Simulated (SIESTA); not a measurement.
**Ag under changes of volume**

One of the cells (17.048 Å³/atom); the others are scaled copies at fixed shape and fractional positions:

```xyz
1
Lattice="0.0000 2.0427 2.0427 2.0427 0.0000 2.0427 2.0427 2.0427 0.0000" Properties=species:S:1:pos:R:3 pbc="T T T"
Ag    0.0000    0.0000    0.0000
```

```yaml
Program: SIESTA 5.4.2
Functional: BLYP
Potentials_or_basis: PseudoDojo 0.4 standard (PBE files)
Basis: DZP (energy shift 0.002 Ry)
Grid_cutoff: 800 Ry
Energy_shift: 0.002 Ry
k_mesh: 11 × 11 × 11
Occupations: fermi-dirac, width 0.05 eV
Spin: no spin polarisation
```

```csv
volume (Å³/atom),energy over the lowest point (meV/atom),pressure (GPa)
16.025,169.45,22.8
16.366,125.16,19.1
16.707,88.32,15.8
17.048,57.62,12.7
17.389,33.42,10.2
17.730,?,?
18.071,0.00,5.7
```

**Question.** What does the run at 17.730 Å³/atom give?

**Answer.** Energy over the lowest point 14.34 meV/atom; pressure 7.8 GPa.

Worked out: A Birch-Murnaghan fit of order 3 (a polynomial in V^(-2/3)) to the other rows has no minimum within the range. It gives 14.24 meV/atom at 17.730 Å³/atom, against the run's 14.34, and -dE/dV = 7.8 GPa, against 7.8.

Energies are extrapolated to zero smearing.

Caveats: semicore shells carry a single zeta, which can move pressures by several GPa and volumes by a few percent; the potentials were made for another functional, which shifts forces and pressure; the basis of atomic orbitals isn't converged, which shifts pressures, moduli and gaps.
